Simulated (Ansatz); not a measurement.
Compare A (`COc1ccccc1`) with its isomer B (`OCc1ccccc1`).

Computed with Ansatz on PBE0-D4/def2-TZVP structures; ΔE is electronic, products minus reactants. CCSD(T)/CBS adds triple-zeta CCSD(T) − MP2 to the extrapolated MP2 energy (def2 sets, frozen cores). DFT in def2-TZVPP. B3LYP here is the variant with VWN-RPA as its local correlation; programs differ in this. Each species was taken in one conformer, which may not be the lowest.

A:

```xyz
16

C     1.427   -2.173    0.612
O     0.559   -1.728   -0.400
C     0.042   -0.483   -0.287
C     0.313    0.385    0.765
C    -0.273    1.645    0.780
C    -1.122    2.048   -0.235
C    -1.387    1.173   -1.282
C    -0.813   -0.082   -1.313
H     1.726   -3.183    0.336
H     0.928   -2.200    1.587
H     2.319   -1.541    0.684
H     0.974    0.094    1.571
H    -0.057    2.316    1.604
H    -1.575    3.032   -0.213
H    -2.051    1.473   -2.086
H    -1.009   -0.775   -2.122
```

B:

Z-matrix (Å, degrees):
```
C
C 1 1.505
O 1 1.410 2 113.8
H 1 1.094 2 109.9 3 117.8
H 1 1.098 2 109.3 3 -125.2
C 2 1.390 1 120.6 3 144.1
C 2 1.392 1 120.5 3 -36.8
H 3 0.961 1 108.0 2 -55.7
C 6 1.387 2 120.7 1 178.6
H 6 1.086 2 119.4 1 -1.7
C 7 1.386 2 120.5 1 -179.0
H 7 1.084 2 119.1 1 1.5
C 9 1.386 6 120.0 2 0.5
H 9 1.084 6 119.9 2 179.9
H 11 1.084 7 119.8 2 -179.9
H 13 1.084 9 120.2 6 179.6
```

Question: Which is lower in electronic energy at CCSD(T)/CBS, and by how much? (Best estimate.)

Answer: Ansatz gave: B, by 6.7 kcal/mol.

Question: Give E(B) − E(A) in kcal/mol with BLYP-D4, CCSD(T)/def2-SVP, CCSD(T)/def2-TZVPP, PBE0-D4, B3LYP, ωB97M-V, B2PLYP. (An estimate is asked.)

Answer: The calculation gave: BLYP-D4 -3.8, CCSD(T)/def2-SVP -5.5, CCSD(T)/def2-TZVPP -6.3, PBE0-D4 -5.2, B3LYP -4.3, ωB97M-V -5.6, B2PLYP -5.2. None reverses the order clearly.

Question: Does the order hold for the free energy at 298.15 K (harmonic terms from PBE0-D4)? (Best estimate.)

Answer: Computed: Yes: G(B) − G(A) = -7.0 kcal/mol, for one conformer each. Modes under 60 cm⁻¹, often nearly free rotors, make the harmonic entropy too high.

Largest T1 diagnostic: 0.011.

At CCSD(T), def2-SVP lies +1.2 kcal/mol from the extrapolated value and def2-TZVPP +0.4 kcal/mol. Leaving LDA and LC-ωPBE aside and taking each functional with its dispersion term where it has one, the values, not all of them listed here, spread over 2.3 kcal/mol, from PBE-QIDH to BLYP-D4. LDA lies +1.0 kcal/mol from PBE without D4.
